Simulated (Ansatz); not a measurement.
# GaP: short molecular dynamics at 600 K

Computed with DFT PBEsol, scalar-relativistic, plane waves, PAW (Ansatz). Settings: plane waves to 420 eV, k-mesh 2×2×2 (shifted by 0.5, 0.5, 0.5 steps), Fermi–Dirac smearing 0.052 eV. The mesh is coarse. No spin polarisation.

16 atoms, starting at 1.01 times the perfect crystal's volume (space group F-43m, the cell as given, not relaxed at this level); Langevin thermostat at 600 K (friction 0.02 fs⁻¹), fixed cell; 150 steps of 3 fs. The run is short and not equilibrated.

First frame:

```yaml
crystal:
  lattice:
    - [-5.46861, -5.46861, 0.00000]
    - [-5.46861, 0.00000, -5.46861]
    - [0.00000, -5.46861, -5.46861]
  atoms:
    - { symbol: Ga, position: [0.50000, 0.50000, 0.50000] }
    - { symbol: Ga, position: [0.00000, 0.50000, 0.50000] }
    - { symbol: Ga, position: [0.50000, 0.00000, 0.50000] }
    - { symbol: Ga, position: [0.00000, 0.00000, 0.50000] }
    - { symbol: Ga, position: [0.50000, 0.50000, 0.00000] }
    - { symbol: Ga, position: [0.00000, 0.50000, 0.00000] }
    - { symbol: Ga, position: [0.50000, 0.00000, 0.00000] }
    - { symbol: Ga, position: [0.00000, 0.00000, 0.00000] }
    - { symbol: P, position: [0.12500, 0.12500, 0.12500] }
    - { symbol: P, position: [0.62500, 0.12500, 0.12500] }
    - { symbol: P, position: [0.12500, 0.62500, 0.12500] }
    - { symbol: P, position: [0.62500, 0.62500, 0.12500] }
    - { symbol: P, position: [0.12500, 0.12500, 0.62500] }
    - { symbol: P, position: [0.62500, 0.12500, 0.62500] }
    - { symbol: P, position: [0.12500, 0.62500, 0.62500] }
    - { symbol: P, position: [0.62500, 0.62500, 0.62500] }
```

```yaml
Mean_temperature_over_the_second_half: 618 K
Mean_pressure_over_the_second_half_kinetic_part_included: -0.6 GPa
Mean_potential_energy_above_the_perfect_crystal_as_given_at_volume_ratio_1;_its_own_run_had_another_smearing_without_effect_beside_its_gap: 80 meV/atom
Mean-square_drift_of_Ga_from_first_to_last_step_mean_shift_of_all_atoms_removed: 0.07 Å²
Mean-square_drift_of_P_from_first_to_last_step_mean_shift_of_all_atoms_removed: 0.04 Å²
```

Pair distribution functions g(r), second half of the run, up to half the cell's height:

```tsv
r (Å)	Ga-P
2.05	0.0
2.15	0.2
2.25	4.5
2.35	10.4
2.45	6.0
2.55	1.8
2.65	0.1
2.75	0.1
2.85	0.0
2.95	0.0
3.05	0.0
```

Along the run (potential energy from its first value; pressure with the kinetic part):

```
t (fs) T (K)  ΔE_pot (meV/atom) P (GPa)
   0.0    562                0.0     -1.0
  18.0    423               28.9     -0.8
  36.0    419               31.4     -1.0
  54.0    474               51.8     -0.7
  72.0    486               63.5     -0.4
  90.0    488               45.9     -0.8
 108.0    510               55.6     -0.8
 126.0    419               60.0     -0.8
 144.0    473               54.0     -0.8
 162.0    457               59.7     -0.7
 180.0    532               69.6     -0.3
 198.0    595               62.1     -0.5
 216.0    710               58.1     -0.6
 234.0    793               66.1     -0.6
 252.0    558               73.3     -0.7
 270.0    504               81.7     -0.5
 288.0    552               66.0     -0.6
 306.0    501               76.1     -0.3
 324.0    782               67.9     -0.4
 342.0    650               68.6     -0.6
 360.0    671               68.0     -0.7
 378.0    677               88.6     -0.4
 396.0    603               80.3     -0.9
 414.0    671               96.5     -0.7
 432.0    472              112.7     -0.6
 450.0    519               88.6     -1.0
```

Cost: 1 run of about 31 core-minutes (earlier runs that led there not counted), on Arm Neoverse V1 (shared hosts).